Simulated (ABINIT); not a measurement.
Pt:

```xyz
1
Lattice="0.0000 1.9609 1.9609 1.9609 0.0000 1.9609 1.9609 1.9609 0.0000" Properties=species:S:1:pos:R:3 pbc="T T T"
Pt    0.0000    0.0000    0.0000
```

Base run:

```yaml
Program: ABINIT 10.8.3 (patched build)
Functional: HCTH407
Potentials_or_basis: JTH PAW PBE v2.0
Cutoff: 435 eV
k_mesh: 12 × 12 × 12
Occupations: fermi-dirac, width 0.05 eV
Spin: no spin polarisation
```

Its results: band gap on the k mesh none (metal or under the smearing width); pressure 3.8 GPa.

Q: After a change of settings the same cell gave: band gap on the k mesh none (metal or under the smearing width); pressure 3.2 GPa. Which change was it?
A. functional from HCTH407 to PW91; spin from no spin polarisation to spin-orbit coupling, no magnetisation
B. functional from HCTH407 to WC
C. functional from HCTH407 to PBEsol; k mesh from 12 × 12 × 12 to 7 × 7 × 7
D. functional from HCTH407 to BP86

A: B.

Caveats: the PAW data sets were made with another functional, which shifts forces and pressure a little; spin-orbit coupling is left out, which moves the levels of the heavy elements.

Runs at the PBE level aren't shown here.
